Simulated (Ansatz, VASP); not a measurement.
One calculation of Al, two programs

Contents of INCAR:

```
  PREC = Accurate
  ENCUT = 520
  EDIFF = 1E-8
  ISMEAR = -1
  SIGMA = 0.05
  LREAL = F
  LASPH = T
  NELM = 60
  ALGO = Normal
  ISIF = 2
  LWAVE = F
  LCHARG = F
  GGA = PS
  LEFG = T
  NBANDS = 8
```

The input KPOINTS:

```
Automatic mesh
0
Gamma
  19 19 19
```

The input POSCAR:

```
Al
1.0
   -1.6177882346      1.6177882346      1.6177882346
    1.6177882346     -1.6177882346      1.6177882346
    1.6177882346      1.6177882346     -1.6177882346
Al
1
Direct
    0.0000000000      0.0000000000      0.0000000000
```

Input for Ansatz:

```yaml
crystal:
  lattice:
    - [-1.6177882346, 1.6177882346, 1.6177882346]
    - [1.6177882346, -1.6177882346, 1.6177882346]
    - [1.6177882346, 1.6177882346, -1.6177882346]
  atoms:
    - { symbol: Al, position: [0.0, 0.0, 0.0] }
kpoints:
  mp_grid: { grid: [19, 19, 19] }
  band_path:
    path:
      - [0.0, 0.0, 0.0]
      - [0.5, -0.5, 0.5]
      - [0.0, 0.0, 0.5]
      - [0.0, 0.0, 0.0]
      - [0.25, 0.25, 0.25]
      - [0.5, -0.5, 0.5]
      - [0.25, 0.25, 0.25]
      - [0.0, 0.0, 0.5]
    npoints: 5
scf:
  occupations: { method: fermi_dirac, width: 0.05 }
hamiltonian:
  xc: pbesol
  pseudopotentials: { kind: paw }
output:
  forces: true
  stress: true
  eigenvalues: true
  efg: { contact_densities: true }
```

Alike in both runs: task electric field gradients; functional PBEsol; k mesh 19 × 19 × 19; occupations fermi-dirac, width 0.05 eV; no spin polarisation.

```csv
,VASP,Ansatz
version,VASP 6.6.1,Ansatz 0.2.0
potentials or method,"VASP PAW PBE potentials, release 64 (Al)","PAW with Ansatz's default frozen-core files, scalar-relativistic"
plane-wave cutoff (eV),520,420
valence electrons in the cell,3,3
```

```csv
,VASP,Ansatz,Ansatz less VASP
pressure (GPa),-1.4,-1.5,-0.05
Vzz of the field gradient on the site that differs most (V/Å²),0.0,0.0,0.00
```

Caveats: the PAW data sets were made with another functional, which shifts forces and pressure a little (VASP).
